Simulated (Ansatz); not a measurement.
Mg₂Si in the antifluorite structure (r2SCAN geometry), in Ansatz:

```cif
data_structure
_symmetry_space_group_name_H-M 'Fm-3m'
_symmetry_Int_Tables_number 225
_cell_length_a 6.3379
_cell_length_b 6.3379
_cell_length_c 6.3379
_cell_angle_alpha 90.000
_cell_angle_beta 90.000
_cell_angle_gamma 90.000
_cell_volume 254.59
loop_
_atom_site_label
_atom_site_type_symbol
_atom_site_symmetry_multiplicity
_atom_site_Wyckoff_symbol
_atom_site_fract_x
_atom_site_fract_y
_atom_site_fract_z
_atom_site_occupancy
Si1 Si 4 a 0.00000 0.00000 0.00000 1
Mg1 Mg 8 c 0.25000 0.75000 0.75000 1
```

G0W0@PBE with 239 empty bands, a screening cutoff of 140 eV and a 4×4×4 mesh (PAW, contour deformation) gives 0.517 eV over the mesh points, from a PBE gap of 0.165 eV; it sums over 251 bands with 259 plane waves in the screening and a wave cutoff of 420 eV. No extrapolation in bands, cutoff or mesh was made for G0W0. No spin polarisation and no zero-point or thermal motion.

Q: Estimate the gap with starting point r2SCAN.

A: 0.636 eV (+0.119 eV), from a Kohn-Sham gap of 0.417 eV.

Q: Estimate the gap with starting point HSE06.

A: 0.694 eV (+0.177 eV), from a Kohn-Sham gap of 0.565 eV.

Q: Estimate the gap with mesh 6×6×6, empty bands 103, screening cutoff 80 eV.

A: 0.462 eV (-0.055 eV), from a Kohn-Sham gap of 0.196 eV.
